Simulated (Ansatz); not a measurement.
# Cs: from a trial structure to a relaxed crystal

These are results of Ansatz 0.2.0, DFT PBEsol, scalar-relativistic, plane waves, PAW, not measurements. Cutoff 420 eV, Γ-centred k mesh, Gaussian smearing, no spin polarisation in the final step.

Cs was placed on the simple hexagonal structure type (P6/mmm, No. 191), at a guessed volume.

```
Cs
1.0
     5.36733    0.00000    0.00000
    -2.68367    4.64825    0.00000
     0.00000    0.00000    5.01510
Cs
1
Cartesian
  0.0000 0.0000 0.0000
```

Cell and atoms relax at zero pressure; the relaxation can't lower the symmetry of the start.

Energies count from the standard state of Cs at the same level.

(1) Which crystal results?

(2) What are its volume, energy, density and gap?

Answers

(1) It keeps P6/mmm (No. 191). The result has the simple hexagonal structure. Conventional cell: a = 5.193 Å, c = 4.886 Å. Cs is coordinated by 2 Cs at 4.89 Å and 6 Cs at 5.19 Å.

Space group P6/mmm (No. 191). a = 5.193 Å, b = 5.193 Å, c = 4.886 Å, α = 90.00°, β = 90.00°, γ = 120.00°
```
atom site symmetry x y z
  Cs    1a     6/mmm  0.0000  0.0000  0.0000
```

(2) The volume per atom is 114.10 Å³ and the density is 1.93 g/cm³. The energy over the standard structure is 0.05 eV/atom. The gap on the 12×12×12 mesh is 0 eV (a metal).

The final run used a 12×12×12 mesh on its 1-atom cell and 0.10 eV smearing. The k mesh leaves about 4 meV/atom of noise in metals. A structure relaxed within its symmetry needn't be a true minimum.